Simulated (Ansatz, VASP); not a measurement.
## Ge: VASP beside Ansatz

```
Ge
1.0
     0.00000    2.82891    2.82891
     2.82891    0.00000    2.82891
     2.82891    2.82891    0.00000
Ge
2
Direct
  0.75000 0.75000 0.75000
  0.50000 0.50000 0.50000
```

Alike in both runs: task elastic constants; functional PBEsol; k mesh 6 × 6 × 6; occupations fermi-dirac, width 0.05 eV; no spin polarisation.

|  | VASP | Ansatz |
| --- | --- | --- |
| version | VASP 6.6.1 | Ansatz 0.2.0 |
| potentials or method | VASP PAW PBE potentials, release 64 (Ge_d) | Ansatz PAW |
| plane-wave cutoff (eV) | 600 | 420 |
| valence electrons in the cell | 28 | 28 |

```csv
,VASP,Ansatz,Ansatz less VASP
elastic constant that differs most (GPa),107,106,-0.9
Voigt bulk modulus (GPa),64,63,-0.9
```

Caveats: the PAW data sets were made with another functional, which shifts forces and pressure a little (VASP); elastic constants of metals need much finer meshes, so these are rough (Ansatz); the PAW data sets come from PBE, with cores solved anew for the run's functional, which leaves a small shift of forces and pressure (Ansatz).
